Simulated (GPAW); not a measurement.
Wanted: an ASE script for a GPAW 26.7.0 run.

```
Task                : equation of state
Functional          : BLYP
Potentials or basis : PAW data sets generated in the run's folder for this functional
Cutoff              : 800 eV
Basis               : pw
k mesh              : 11 × 11 × 11
Occupations         : fermi-dirac, width 0.05 eV
Spin                : no spin polarisation
Eigensolver         : davidson
Maxiter             : 150
Eos scales          : [0.94, 0.96, 0.98, 1.0, 1.02, 1.04, 1.06]
```

Crystal: Li.

```
CELL_PARAMETERS angstrom
-1.75465 1.75465 1.75465
1.75465 -1.75465 1.75465
1.75465 1.75465 -1.75465
ATOMIC_POSITIONS crystal
Li 0.00000 0.00000 0.00000
```

These files were run (other wordings do the same):

run.py

```python
from ase.eos import EquationOfState
from ase.io import Trajectory
from ase.spacegroup import crystal
from ase.units import GPa
from gpaw import GPAW, PW, setup_paths

setup_paths.insert(0, '.')

# Li 2a
atoms = crystal(['Li'],
                basis=[[0.0, 0.0, 0.0]],
                spacegroup=229, setting=1,  # Im-3m
                cellpar=[3.5093, 3.5093, 3.5093, 90.0, 90.0, 90.0],
                primitive_cell=True)

traj = Trajectory('eos.traj', 'w')
volumes, energies = [], []
for x in [0.94, 0.96, 0.98, 1.0, 1.02, 1.04, 1.06]:
    a = atoms.copy()
    a.set_cell(atoms.cell * x**(1 / 3), scale_atoms=True)
    calc = GPAW(mode=PW(800),
                xc='BLYP',
                kpts={'size': (11, 11, 11), 'gamma': True},
                occupations={'name': 'fermi-dirac', 'width': 0.05},
                nbands=6,
                convergence={'density': 1e-05, 'energy': 1e-05},
                eigensolver='davidson',
                maxiter=150,
                txt=f'eos-{x:.2f}.txt')
    a.calc = calc
    energies.append(a.get_potential_energy(force_consistent=True))
    volumes.append(a.get_volume())
    p = -a.get_stress()[:3].mean() / GPa
    calc.write(f'eos-{x:.2f}.gpw')
    traj.write(a)
    print(f'{x:.2f} {volumes[-1]:10.4f} A^3 {energies[-1]:14.6f} eV {p:9.3f} GPa', flush=True)

v0, e0, B = EquationOfState(volumes, energies, eos='birchmurnaghan').fit()
print(f'V0 = {v0:.4f} A^3, E0 = {e0:.6f} eV, B0 = {B / GPa:.2f} GPa')
```

Potentials or basis: PAW data sets generated in the run's folder for this functional, pw.

Command:

```console
$ gpaw-setup -f BLYP Li
$ OMP_NUM_THREADS=1 python run.py
```

It gave:

The equilibrium volume is 20.01 Å³/atom (rough: see the caveat) and the bulk modulus is 13.9 GPa (rough).

Caveat: the minimum lies outside the volumes run.

Run time: 40 s on 1 thread of Arm Neoverse V1, with other jobs on the host, peak memory 0.19 GiB.
